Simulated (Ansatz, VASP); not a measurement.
## Two plane-wave programs on TiAl

Contents of INCAR:

```
PREC     = Accurate       # precision mode
ENCUT    = 520            # plane-wave cutoff, eV
EDIFF    = 1E-6           # SCF threshold, eV
ISMEAR   = 0              # smearing method
SIGMA    = 0.1            # smearing width, eV
LREAL    = False          # projectors in reciprocal space
LASPH    = True           # aspherical terms in the spheres
NELM     = 60             # most SCF steps
ALGO     = Normal         # electronic algorithm
ISIF     = 2              # what is computed and relaxed
LWAVE    = False          # write WAVECAR
LCHARG   = True           # write CHGCAR
GGA      = PS             # functional
LELF     = True           # ELF
LVHAR    = True         
NBANDS   = 14             # bands
```

File KPOINTS:

```
Automatic mesh
0
Gamma
  6 6 6
```

POSCAR

```
TiAl
1.0
    3.0180000000      0.0000000000      0.0000000000
    0.0000000000      3.0180000000      0.0000000000
    0.0000000000      0.0000000000      3.0180000000
Ti Al
1 1
Direct
    0.5000000000      0.5000000000      0.5000000000
    0.0000000000      0.0000000000      0.0000000000
```

Input for Ansatz:

```yaml
crystal:
  lattice:
    - [3.018, 0.0, 0.0]
    - [0.0, 3.018, 0.0]
    - [0.0, 0.0, 3.018]
  atoms:
    - { symbol: Ti, position: [0.5, 0.5, 0.5] }
    - { symbol: Al, position: [0.0, 0.0, 0.0] }
basis:
  ecutwfc: 420
kpoints:
  mp_grid: { grid: [6, 6, 6] }
hamiltonian:
  xc: pbesol
scf:
  occupations: { method: gaussian, width: 0.1 }
output:
  forces: true
  stress: true
  eigenvalues: true
```

Alike in both runs: task single point; functional PBEsol; k mesh 6 × 6 × 6; occupations gaussian, width 0.1 eV; no spin polarisation.

```csv
,VASP,Ansatz
version,VASP 6.6.1,Ansatz 0.2.0
potentials or method,"VASP PAW PBE potentials, release 64 (Ti_sv, Al)","scalar-relativistic, plane waves, PAW"
plane-wave cutoff (eV),520,420
valence electrons in the cell,15,15
```

```csv
,VASP,Ansatz,Ansatz less VASP
gap on the k mesh at the Fermi level (eV),none,none,-
pressure (GPa),20.6,20.6,+0.03
```

A gap of «none» marks a metal or a gap that the smearing closes. With one functional, cell and mesh, what is left measures potentials, basis and numerics.

Caveats: so large a pressure means that the cell lies far from this level's equilibrium, or that cutoff or potentials fall short (VASP); the potentials were made for another functional, which shifts forces and pressure (VASP).
